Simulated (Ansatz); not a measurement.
# Structural relaxation of generalised stacking fault on (110) of a KCl-RbCl solid solution (80 atoms)

Aim: bring generalised stacking fault on (110) of a KCl-RbCl solid solution (80 atoms) to a nearby minimum of the energy and see what moves.

Method: Kohn-Sham DFT, PBE, PAW (set soft_2), plane waves, in Ansatz 0.2.0.

**1. The starting structure**

The cell holds 80 atoms: 13 Rb, 40 Cl and 27 K. Its edges and angles: a = 7.339 Å, b = 10.379 Å, c = 26.056 Å, α = 90.0°, β = 88.7°, γ = 90.0°. It derives from KCl and RbCl. CsCl-type KCl lattice (a = 3.6697 Å, the value set for the mixture), cell with z along [110], 2 x 2 x 5 periods; the third cell vector is tilted by 0.167 of [001] and lengthened by 0.1 Å, so the cell holds one fault; displaced by a Gaussian of 0.01 Å; 13 of 40 K sites given to Rb at random (lattice constant by Vegard's rule between KCl and RbCl).

Before any run, some limits are plain. Atoms were free to move along the slip, so the relaxation can undo part or all of it. The host structure and its lattice constant were typed by rule, without a check against the phase diagram.

**2. Single point at the start**

The forces at the start show how far the geometry lies from a minimum of this functional.

Contents of input.yaml:

```yaml
crystal:
  lattice:
    - [7.3394, 0.0, 0.0]
    - [0.0, 10.37948, 0.0]
    - [0.61159, 0.0, 26.0487]
  atoms:
    - { symbol: Rb, position: [0.91618, 0.00092, 0.99566] }
    - { symbol: Cl, position: [0.24111, 0.00062, 0.09925] }
    - { symbol: K, position: [0.41761, 0.99894, 0.99608] }
    - { symbol: Cl, position: [0.74312, 0.9991, 0.09992] }
    [... 70 atom lines left out ...]
    - { symbol: K, position: [0.42637, 0.24925, 0.89615] }
    - { symbol: Cl, position: [0.66617, 0.2492, 0.99604] }
    - { symbol: K, position: [0.92628, 0.74971, 0.89558] }
    - { symbol: Cl, position: [0.16603, 0.74949, 0.99572] }
    - { symbol: Rb, position: [0.42692, 0.75033, 0.89632] }
    - { symbol: Cl, position: [0.66932, 0.75161, 0.99571] }
kpoints:
  mp_grid: { grid: [2, 1, 1] }
hamiltonian:
  xc: pbe
scf:
  occupations: { method: gaussian, width: 0.025 }
output:
  forces: true
  stress: true
  populations: true
  dos:
    method: { smearing: { sigma: 0.08 } }
    de: 0.1
    projected: { site_lists: { Cl: [Cl], K: [K], Rb: [Rb] } }
  eigenvalues: true
```

Launch:

```
$ ansatz run input.yaml --threads 8 --pin off --max-ram 15872MiB --backend cpu --events-out ev --progress --plain --runs-dir out
```

The job ended after 41 s (8 threads of Arm Neoverse V2, shared host; peak memory 6.8 GiB).

Read from the output:

```
free energy                                      : -127321.4472 eV
free energy per atom                             : -1591.5181 eV/atom
SCF cycles                                       : 6
pressure                                         : 4.993 GPa
r.m.s. force component                           : 0.1093 eV/Å
longest force                                    : 0.4373 eV/Å
Fermi energy                                     : 6.454 eV
gap (highest filled to lowest empty level) : 5.574 eV
spilling of the projection                       : 0.004346
```

The r.m.s. force component of 0.11 eV/Å and the pressure of 5.0 GPa set the starting point.

Neighbours are counted within 3.48 Å (Cl-K), 3.48 Å (Cl-Rb).

Length of the force by element and coordination:

```tsv
element	coordination	atoms	mean length of the force (eV/Å)	spread	least	most
Cl	all	40	0.239	0.0708	0.123	0.437
Cl	7	8	0.261	0.0805	0.177	0.437
Cl	8	32	0.233	0.067	0.123	0.356
K	all	27	0.071	0.0547	0.0072	0.212
K	7	6	0.161	0.0413	0.0875	0.212
K	8	21	0.0455	0.0204	0.0072	0.0883
Rb	all	13	0.0835	0.0778	0.0238	0.268
Rb	7	2	0.262	0.0057	0.256	0.268
Rb	8	11	0.051	0.0176	0.0238	0.0767
```

**3. Relaxation**

With the cell held, the atoms are moved downhill towards a nearby minimum.

input.yaml, the sections that differ from step 2:

```yaml
output:
  forces: true
relax:
  f_tol: 0.05
  max_steps: 98
# crystal, kpoints, hamiltonian, scf: as in step 2
```

Run time: 70 s. Hardware: 8 threads; peak memory 6.9 GiB; 9 min of CPU time.

The steps of the relaxation:

```tsv
step	energy less that of the first step (eV)	largest force component (eV/Å)
1	0.0000	0.3850
2	-0.4116	0.1347
3	-0.5926	0.0208
4	-0.6009	0.0425
```

The atoms that moved most (Å):

```tsv
atom	dx	dy	dz	length
Cl6	-0.324	0.038	-0.044	0.329
K7	0.310	0.000	0.096	0.324
Cl78	0.304	-0.027	0.108	0.324
K5	0.306	0.008	0.091	0.320
Rb1	0.305	-0.012	0.055	0.310
Cl8	-0.299	0.033	-0.046	0.305
K19	-0.302	-0.030	-0.030	0.305
Cl76	0.300	0.034	0.037	0.304
```

The relaxation changed the energy by -7.51 meV/atom, and atoms moved by 0.19 Å r.m.s., 0.33 Å at most.

**4. Local order after relaxation**

Bonds before and after, by the cutoffs listed below:

```tsv
pair	bonds before	bonds after	mean before (Å)	mean after (Å)	spread before (Å)	spread after (Å)
Cl-K	210	216	3.172	3.168	0.040	0.036
Cl-Rb	104	104	3.183	3.212	0.072	0.028
```

Density 3.00 g/cm³, 24.80 Å³ an atom.

g(r), total and by pair (bins of 0.2 Å):

```tsv
r (Å)	total	Cl-Cl	Cl-K	Cl-Rb	K-K	K-Rb	Rb-Rb
3.00	0.05	0.00	0.15	0.00	0.00	0.00	0.00
3.20	7.74	0.00	15.57	15.30	0.00	0.00	0.00
3.40	0.00	0.00	0.00	0.00	0.00	0.00	0.00
3.60	3.52	5.81	0.00	0.00	8.50	8.35	6.90
3.80	0.86	2.96	0.00	0.00	0.00	0.97	0.68
4.00	0.00	0.00	0.00	0.00	0.00	0.00	0.00
4.20	0.00	0.00	0.00	0.00	0.00	0.00	0.00
4.40	0.00	0.00	0.00	0.00	0.00	0.00	0.00
4.60	0.00	0.00	0.00	0.00	0.00	0.00	0.00
4.80	0.00	0.00	0.00	0.00	0.00	0.00	0.00
5.00	0.18	0.73	0.00	0.00	0.00	0.00	0.00
5.20	4.08	7.53	0.00	0.00	8.77	8.84	8.61
5.40	0.13	0.52	0.00	0.00	0.00	0.00	0.00
5.60	0.00	0.00	0.00	0.00	0.00	0.00	0.00
5.80	0.00	0.00	0.00	0.00	0.00	0.00	0.00
6.00	3.56	0.00	7.08	7.16	0.00	0.00	0.00
6.20	3.15	0.88	5.69	5.60	0.60	0.29	0.00
6.40	1.60	2.92	0.00	0.00	2.83	4.59	1.83
6.60	0.02	0.09	0.00	0.00	0.00	0.00	0.00
6.80	0.00	0.00	0.00	0.00	0.00	0.00	0.00
7.00	0.00	0.00	0.00	0.00	0.00	0.00	0.00
7.20	0.07	0.26	0.00	0.00	0.00	0.00	0.00
7.40	1.03	1.93	0.00	0.00	2.61	1.33	4.00
7.60	0.00	0.00	0.00	0.00	0.00	0.00	0.00
7.80	0.21	0.00	0.38	0.52	0.00	0.00	0.00
```

Bonds by pair of elements; cutoffs follow the first minimum of g(r), held within bounds set by covalent radii, and pairs that aren't listed don't count as bonded:

```tsv
pair A-B	cutoff (Å)	bonds	mean length (Å)	spread (Å)	shortest (Å)	B about A	A about B
Cl-K	3.62	216	3.17	0.036	3.09	5.4	8
Cl-Rb	3.68	104	3.21	0.028	3.15	2.6	8
```

How many atoms have how many bonded neighbours:

```tsv
element	mean	8
Cl	8	40
K	8	27
Rb	8	13
```

Bond angles, per cent of each kind in bins of 5°:

```tsv
angle (°)	Cl-K-Cl	K-Cl-Rb	K-Cl-K	Cl-Rb-Cl	Rb-Cl-Rb
65–70	14.6	16.0	2.6	12.9	34.3
70–75	28.3	26.7	40.3	29.9	8.8
75–80	0.0	0.0	0.0	0.0	0.0
80–85	0.0	0.0	0.0	0.0	0.0
85–90	0.0	0.0	0.0	0.0	0.0
90–95	0.0	0.0	0.0	0.0	0.0
95–100	0.0	0.0	0.0	0.0	0.0
100–105	0.0	0.0	0.0	0.0	0.0
105–110	28.8	32.8	23.7	29.4	46.1
110–115	14.0	7.6	20.4	13.5	2.9
115–120	0.0	0.0	0.0	0.0	0.0
120–125	0.0	0.0	0.0	0.0	0.0
125–130	0.0	0.0	0.0	0.0	0.0
130–135	0.0	0.0	0.0	0.0	0.0
135–140	0.0	0.0	0.0	0.0	0.0
140–145	0.0	0.0	0.0	0.0	0.0
145–150	0.0	0.0	0.0	0.0	0.0
150–155	0.0	0.0	0.0	0.0	0.0
155–160	0.0	0.0	0.0	0.0	0.0
160–165	0.0	0.0	0.0	0.0	0.0
165–170	0.0	0.0	0.0	0.0	0.0
170–175	0.0	0.0	0.0	0.0	0.0
175–180	14.3	16.8	13.0	14.3	7.8
```

Bond angles (no mean is given where the spread exceeds 20°):

```tsv
angle	count	mean (°)	spread (°)
Cl-K-Cl	756	-	-
K-Cl-Rb	524	-	-
K-Cl-K	494	-	-
Cl-Rb-Cl	364	-	-
Rb-Cl-Rb	102	-	-
```

First main peaks of g(r), for some of the pairs, lie near 3.67 Å (Cl-Cl), 3.17 Å (Cl-K), 3.21 Å (Cl-Rb), 3.67 Å (K-K), 3.68 Å (K-Rb) and 3.68 Å (Rb-Rb). Counting bonds as in the table, all Cl atoms have 8, all K atoms have 8 and all Rb atoms have 8 bonded neighbours.

**5. Single point at the relaxed geometry**

One more single point at the end of the walk gives the fuller output and checks the residual forces.

Contents of input.yaml:

```yaml
crystal:
  lattice:
    - [7.3394, 0.0, 0.0]
    - [0.0, 10.37948, 0.0]
    - [0.61159, 0.0, 26.0487]
  atoms:
    - { symbol: Rb, position: [0.95761, 0.99978, 0.99776] }
    - { symbol: Cl, position: [0.2008, 0.99712, 0.09745] }
    - { symbol: K, position: [0.4578, 0.99986, 0.99848] }
    - { symbol: Cl, position: [0.70522, 0.99711, 0.0972] }
    [... 70 atom lines left out ...]
    - { symbol: K, position: [0.45446, 0.24943, 0.89873] }
    - { symbol: Cl, position: [0.70693, 0.25243, 0.99746] }
    - { symbol: K, position: [0.95412, 0.75042, 0.8987] }
    - { symbol: Cl, position: [0.20714, 0.74689, 0.99987] }
    - { symbol: Rb, position: [0.45379, 0.74976, 0.89888] }
    - { symbol: Cl, position: [0.706, 0.74687, 0.99935] }
kpoints:
  mp_grid: { grid: [2, 1, 1] }
hamiltonian:
  xc: pbe
scf:
  occupations: { method: gaussian, width: 0.025 }
output:
  forces: true
  stress: true
  populations: true
  dos:
    method: { smearing: { sigma: 0.1 } }
    de: 0.1
    projected: { site_lists: { Cl: [Cl], K: [K], Rb: [Rb] } }
  eigenvalues: true
  write_density: true
  write_potential: true
  volumetric_format: npy
  elf: true
```

Elapsed: 43 s, on 8 threads; peak memory 6.8 GiB; 5.5 min of CPU time.

Numbers from this run:

```
free energy                                      : -127322.0480 eV
free energy per atom                             : -1591.5256 eV/atom
SCF cycles                                       : 6
pressure                                         : 4.777 GPa
r.m.s. force component                           : 0.00973 eV/Å
longest force                                    : 0.04488 eV/Å
Fermi energy                                     : 6.481 eV
gap (highest filled to lowest empty level) : 5.577 eV
spilling of the projection                       : 0.004334
```

Löwdin charges by element (they lack the spilled electrons, 0.035 e an atom on average):

```tsv
element	coordination	atoms	mean charge (e)	spread	least	most
Cl	all	40	-0.699	5.0e-4	-0.701	-0.698
K	all	27	0.754	0.0055	0.743	0.762
Rb	all	13	0.798	0.0052	0.788	0.805
```

Density of states as counts of states in windows of 1 eV (from the Fermi level), total and the larger projections:

```tsv
from (eV)	to (eV)	total	Cl p	K s
-10	-6	0.0	0.0	0.0
-6	-5	0.2	0.2	0.0
-5	-4	82.5	76.6	2.5
-4	-3	135.8	131.1	0.8
-3	-2	21.5	21.2	0.0
-2	2	0.0	0.0	0.0
2	3	1.0	0.0	0.5
3	4	16.1	0.2	3.7
4	5	61.6	1.5	11.5
```

Between -26 and -10 eV lie 320 more states.

The stored curve holds about 560 of the 640 electrons; the rest, give or take the few that broadening carries across the Fermi level, lie in deeper levels below its range.

The levels nearest the highest filled one (over half full), pooled over k-points and spins:

```tsv
level less the highest filled one (eV)	occupation
-0.0977	2
-0.066	2
-0.0605	2
-0.0523	2
-0.0518	2
0	2
5.58	0
6.09	0
6.10	0
6.20	0
6.21	0
6.23	0
```

Mean Löwdin charges: Cl -0.70, K +0.75, Rb +0.80 e (they miss 0.43 % of the electrons, so they add up to more than the cell's charge).

1 further run on a deliberately doubtful input is not shown.

**6. Outcome**

| Item | Value |
| --- | --- |
| energy change in the relaxation | -7.511 meV/atom |
| r.m.s. displacement | 0.19 Å |
| largest displacement | 0.329 Å |
| free energy per atom | -1591.5256 eV/atom |
| density | 3 g/cm³ |
| pressure | 4.777 GPa |
| r.m.s. force component | 0.00973 eV/Å |
| gap (highest filled to lowest empty level) | 5.577 eV |
| wall time of the 3 DFT runs | 2.6 min |

**Reading.** Relaxation lowers the energy by 7.51 meV/atom and moves atoms by 0.19 Å r.m.s.; the r.m.s. force component goes from 0.11 to 0.0097 eV/Å, the pressure goes from 5.0 to 4.8 GPa. By the final cutoffs 0 of 314 bonded pairs parted and 6 joined. Afterwards all atoms of each element have one and the same coordination, so bonds have reconnected across the defect, which no longer shows in the counts. Layers on the two sides of the fault moved in opposite directions along the plane, so much of the imposed slip has spread into a shear of the crystal. From the first step to the last the energy fell by 0.601 eV, and the largest move was 0.33 Å (Cl6, with 2 other atoms within 2 % of it). The Cl-Rb bonds change most in mean length: from 3.183 Å (spread 0.072) to 3.212 Å (spread 0.028). Counting bonds as in the table, all Cl atoms have 8, all K atoms have 8 and all Rb atoms have 8 bonded neighbours. The highest filled and lowest empty levels differ by 5.58 eV on the run's k-points; the mesh holds the band edges only if they fold onto it, so the gap at this level can be narrower or closed, while semilocal functionals tend to narrow gaps against experiment.

What to keep in mind: Atoms were free to move along the slip, so the relaxation can undo part or all of it. The pressure of 4.8 GPa says that the cell would expand at this level of theory.

[Logs are printed without paths, hosts, clocks, repeated set-up lines and the standing remarks that a program may print on its own settings, such as how far it seeks lower states.]

[Hosts, paths, dates, database ids (printed as entryN), source tags and the programs' standing remarks are cut or masked in the printed files.]
